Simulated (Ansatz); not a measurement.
## Two structures of Ga2O3 under several functionals

Plane-wave DFT in Ansatz with scalar-relativistic PAW potentials (420 eV, r2SCAN 500 eV). Each structure was relaxed within its symmetry at each level.
A. C2/m, 10 atoms in the computed cell, a = 12.135 Å, b = 3.016 Å, c = 5.751 Å, β = 103.7°; sites (symmetry × multiplicity) Ga m × 4 + m × 4, O m × 4 + m × 4 + m × 4
B. R-3c, 10 atoms in the computed cell, a = 4.950 Å, c = 13.306 Å; sites (symmetry × multiplicity) Ga 3. × 12, O .2 × 18
(cells at LDA)

Q: Does the choice of functional change which is lower?

A:
| level | E(B) − E(A) (meV/atom) | V(A) (Å³/atom) | V(B) (Å³/atom) |
| --- | --- | --- | --- |
| LDA | 0.8 | 10.22 | 9.41 |
| PBE | 30 | 10.96 | 10.06 |

No: wherever the difference exceeds numerical noise A is lower; the difference varies by 30 meV/atom between levels. Functionals that bind more strongly (LDA, PBEsol, a dispersion term) tend to favour the denser structure.